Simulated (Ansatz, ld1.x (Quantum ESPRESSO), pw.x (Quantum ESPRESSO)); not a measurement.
## What a changed setting does to a pw.x run (sc Cs)

Potential: PAW, ld1.x (Quantum ESPRESSO) 7.5, PBE; core [Kr] 4d10, reference 5s2 5p6 5d0 6s1 6p0; waves: 5s (bound): rcut 2.70, rcutus 3.20 bohr; 6s (bound): rcut 2.70, rcutus 3.20 bohr; 5p (bound): rcut 3.15, rcutus 4.15 bohr; 6p (bound, empty): rcut 3.15, rcutus 4.15 bohr; 5d (bound, empty): rcut 3.50, rcutus 4.60 bohr; 5d channel at 0.45 Ry: rcut 3.50, rcutus 4.60 bohr; local part: all-electron potential smoothed inside 3.15 bohr (lloc = -2); core correction: Bessel-smoothed model core inside 3.20 bohr; augmentation: BESSEL, radius 2.60 bohr.

The reference run (k-mesh 8³, cutoffs 40/320 Ry, Fermi–Dirac 0.01 Ry, mixing_beta 0.4, conv_thr 1e-9, no spin) gives -0.02 GPa at 127.569 Å³/atom, where all-electron LAPW gives -0.00 GPa. This run, with its own iteration cap, changes mixing_ndim to 4.

```
&control
  calculation='scf', prefix='x', pseudo_dir='./', outdir='./tmp', tstress=.true., disk_io='none'
/
&system
  ibrav=0, nat=1, ntyp=1, ecutwfc=40, ecutrho=320, nbnd=12,
  occupations='smearing', smearing='fd', degauss=0.01
/
&electrons
  conv_thr=1e-09, mixing_beta=0.4, electron_maxstep=50, mixing_ndim=4
/
ATOMIC_SPECIES
Cs 1.0 Cs.UPF
CELL_PARAMETERS angstrom
  5.03402132 0.00000000 0.00000000
  0.00000000 5.03402132 0.00000000
  0.00000000 0.00000000 5.03402132
ATOMIC_POSITIONS crystal
Cs 0.0000 0.0000 0.0000
K_POINTS automatic
8 8 8 0 0 0
```

```bash
pw.x < Cs.scf.in > Cs.scf.out
```

**Question.** How does the run end?

**Answer.** It converges in 13 iterations; the free energy moves by +0.0 meV/atom and the pressure by +0.00 GPa. The result is that of the reference run.

```
Message from routine setup:
     using ibrav=0 with symmetry is DISCOURAGED, use correct ibrav instead
     lattice parameter (alat)  =       9.5129  a.u.
     unit-cell volume          =     860.8783 (a.u.)^3
     number of electrons       =         9.00
     number of Kohn-Sham states=           12
     kinetic-energy cutoff     =      40.0000  Ry
     charge density cutoff     =     320.0000  Ry
     scf convergence threshold =      1.0E-09
     Exchange-correlation= SLA  PW   PBX  PBC
     number of k points=    35  Fermi-Dirac smearing, width (Ry)=  0.0100
     iteration #  1     ecut=    40.00 Ry     beta= 0.40
     total energy              =    -415.75706873 Ry
     estimated scf accuracy    <       0.00723768 Ry
     iteration #  2     ecut=    40.00 Ry     beta= 0.40
     total energy              =    -415.75647207 Ry
     estimated scf accuracy    <       0.00207537 Ry
     iteration #  3     ecut=    40.00 Ry     beta= 0.40
     total energy              =    -415.75666253 Ry
     estimated scf accuracy    <       0.00010192 Ry
     iteration #  4     ecut=    40.00 Ry     beta= 0.40
     c_bands:  1 eigenvalues not converged
     total energy              =    -415.75669933 Ry
     estimated scf accuracy    <       0.00035414 Ry
     iteration #  5     ecut=    40.00 Ry     beta= 0.40
     total energy              =    -415.75671178 Ry
     estimated scf accuracy    <       0.00002426 Ry
     iteration #  6     ecut=    40.00 Ry     beta= 0.40
     total energy              =    -415.75671852 Ry
     estimated scf accuracy    <       0.00005116 Ry
     iteration #  7     ecut=    40.00 Ry     beta= 0.40
     total energy              =    -415.75670853 Ry
     estimated scf accuracy    <       0.00008550 Ry
     iteration #  8     ecut=    40.00 Ry     beta= 0.40
     total energy              =    -415.75671192 Ry
     estimated scf accuracy    <       0.00000349 Ry
     iteration #  9     ecut=    40.00 Ry     beta= 0.40
     total energy              =    -415.75671218 Ry
     estimated scf accuracy    <       0.00000068 Ry
     iteration # 10     ecut=    40.00 Ry     beta= 0.40
     total energy              =    -415.75671226 Ry
     estimated scf accuracy    <          2.9E-09 Ry
     iteration # 11     ecut=    40.00 Ry     beta= 0.40
     total energy              =    -415.75671227 Ry
     estimated scf accuracy    <       0.00000001 Ry
     iteration # 12     ecut=    40.00 Ry     beta= 0.40
     total energy              =    -415.75671228 Ry
     estimated scf accuracy    <          1.5E-09 Ry
     iteration # 13     ecut=    40.00 Ry     beta= 0.40
     the Fermi energy is     1.4730 ev
!    total energy              =    -415.75671228 Ry
     estimated scf accuracy    <          2.5E-11 Ry
     smearing contrib. (-TS)   =      -0.00534464 Ry
     The total energy is F=E-TS. E is the sum of the following terms:
     one-electron contribution =     -18.37357506 Ry
     hartree contribution      =      14.42924493 Ry
     xc contribution           =      -6.77986271 Ry
     ewald contribution        =     -24.15883421 Ry
     one-center paw contrib.   =    -380.86834058 Ry
     convergence has been achieved in  13 iterations
          total   stress  (Ry/bohr**3)                   (kbar)     P=       -0.19
     Message from routine punch:
     Nothing written, as per user request (disk_io='none')
```

The run took about 33 s on one core of a shared host (Neoverse-V2, 96 threads, 742 GiB, load 38).
